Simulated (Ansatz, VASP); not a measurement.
# Two plane-wave programs on BaTe

INCAR

```
SYSTEM = BaTe
PREC = Accurate
ENCUT = 520
EDIFF = 1E-6
ISMEAR = 0
SIGMA = 0.05
LREAL = .FALSE.
LASPH = .TRUE.
NELM = 100
ALGO = Normal
ISIF = 2
LWAVE = .FALSE.
LCHARG = .TRUE.
GGA = PS
LELF = .TRUE.
LVHAR = .TRUE.
NBANDS = 15
```

The input KPOINTS:

```
regular mesh
0
G
  8 8 8
  0 0 0
```

POSCAR

```
BaTe
1.0
    0.0000000000      3.2978275349      3.6449672755
    3.2978275349      0.0000000000      3.6449672755
    3.2978275349      3.2978275349      0.0000000000
Ba Te
1 1
Direct
    0.0000000000      0.0000000000      0.0000000000
    0.5000000000      0.5000000000      0.5000000000
```

Input for Ansatz:

```yaml
crystal:
  lattice:
    - [0.0, 3.2978275349, 3.6449672755]
    - [3.2978275349, 0.0, 3.6449672755]
    - [3.2978275349, 3.2978275349, 0.0]
  atoms:
    - { symbol: Ba, position: [0.0, 0.0, 0.0] }
    - { symbol: Te, position: [0.5, 0.5, 0.5] }
basis:
  ecutwfc: 420
kpoints:
  mp_grid: { grid: [8, 8, 8] }
hamiltonian:
  xc: pbesol
scf:
  occupations: { method: gaussian, width: 0.05 }
output:
  forces: true
  stress: true
  eigenvalues: true
```

Change from the starting cell: strain -0.050 along x and y, +0.050 along z, atoms carried along.

Alike in both runs: task single point; functional PBEsol; k mesh 8 × 8 × 8; occupations gaussian, width 0.05 eV; no spin polarisation.

|  | VASP | Ansatz |
| --- | --- | --- |
| version | VASP 6.6.1 | Ansatz 0.2.0 |
| potentials or method | VASP PAW PBE potentials, release 64 (Ba_sv, Te) | scalar-relativistic, plane waves, PAW |
| plane-wave cutoff (eV) | 520 | 420 |
| valence electrons in the cell | 16 | 26 |

|  | VASP | Ansatz | Ansatz less VASP |
| --- | --- | --- | --- |
| gap on the k mesh at the Fermi level (eV) | 1.10 | 1.22 | +0.116 |
| least direct gap on the mesh (eV) | 1.41 | 1.49 | +0.082 |
| pressure (GPa) | 3.4 | 2.9 | -0.49 |
| largest component of the traceless stress (GPa) | 5.46 | 5.16 | -0.299 |

The functional is the same, so the differences come from potentials, cutoffs and numerics. The two sets of potentials don't hold the same shells in valence.

Caveats: the PAW data sets were made with another functional, which shifts forces and pressure a little (VASP); spin-orbit coupling is left out, which moves the levels of the heavy elements. A k mesh can miss the band edges.
